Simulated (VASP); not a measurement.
VASP 6.6.1 run: KBr

INCAR

```
NBANDS = 15
ISIF = 2
LASPH = .TRUE.
ENCUT = 520
NELM = 120
EDIFF = 1E-7
GGA = PE
IBRION = -1
SIGMA = 0.02
NSW = 0
MAGMOM = 0.5 0.5
LWAVE = .FALSE.
PREC = Accurate
LCHARG = .FALSE.
ISMEAR = -1
ISPIN = 2
LREAL = .FALSE.
```

KPOINTS

```
KPOINTS created by Atomic Simulation Environment
0
Gamma
6 6 6
0 0 0
```

POSCAR

```
K  Br
 1.0000000000000000
     3.9627360450000002    0.0000000000000000    0.0000000000000000
     0.0000000000000000    3.9627360450000002    0.0000000000000000
     0.0000000000000000    0.0000000000000000    3.9627360450000002
 K   Br
   1   1
Cartesian
  0.0000000000000000  0.0000000000000000  0.0000000000000000
  1.9813680224999999  1.9813680224999999  1.9813680224999999
```

The recommended PBE PAW datasets give the neutral cell 16 valence electrons.

Command

```
mpirun -np 1 vasp_std
```

Task: How does this run end, and what does it give?

Result: It converged. Results: pressure 1.1 GPa; magnetic moment of the cell 0.00 μB.

OSZICAR

```
N       E                     dE             d eps       ncg     rms          rms(c)
DAV:   1     0.100140820285E+03    0.10014E+03   -0.68921E+03  1200   0.926E+02
DAV:   2    -0.249922878418E+00   -0.10039E+03   -0.93092E+02  1571   0.237E+02
DAV:   3    -0.594866391209E+01   -0.56987E+01   -0.56696E+01  1643   0.492E+01
DAV:   4    -0.615264993126E+01   -0.20399E+00   -0.20394E+00  1785   0.831E+00
DAV:   5    -0.615469773703E+01   -0.20478E-02   -0.20478E-02  1678   0.908E-01    0.385E+00
DAV:   6    -0.608360563931E+01    0.71092E-01   -0.17774E-01  1508   0.265E+00    0.230E+00
DAV:   7    -0.606141851555E+01    0.22187E-01   -0.68628E-02  1543   0.177E+00    0.152E+00
DAV:   8    -0.606402513069E+01   -0.26066E-02   -0.14197E-02  1575   0.944E-01    0.798E-01
DAV:   9    -0.606515081673E+01   -0.11257E-02   -0.29360E-03  1662   0.393E-01    0.275E-01
DAV:  10    -0.606570421937E+01   -0.55340E-03   -0.78445E-04  1368   0.221E-01    0.795E-02
DAV:  11    -0.606583712276E+01   -0.13290E-03   -0.11914E-04  1445   0.940E-02    0.504E-02
DAV:  12    -0.606589886418E+01   -0.61741E-04   -0.57812E-05  1340   0.592E-02    0.222E-02
DAV:  13    -0.606590335302E+01   -0.44888E-05   -0.40886E-06  1719   0.170E-02    0.347E-03
DAV:  14    -0.606590363420E+01   -0.28118E-06   -0.60195E-07  1424   0.707E-03    0.191E-03
DAV:  15    -0.606590359961E+01    0.34585E-07   -0.24178E-07  1386   0.424E-03
   1 F= -.60659036E+01 E0= -.60659036E+01  d E =-.112294E-10  mag=     0.0000
```

For comparison, a separate PBE run of the intended cell, on usual settings and not on those above, gives a gap of 4.06 eV on its mesh and a pressure of 1.1 GPa.
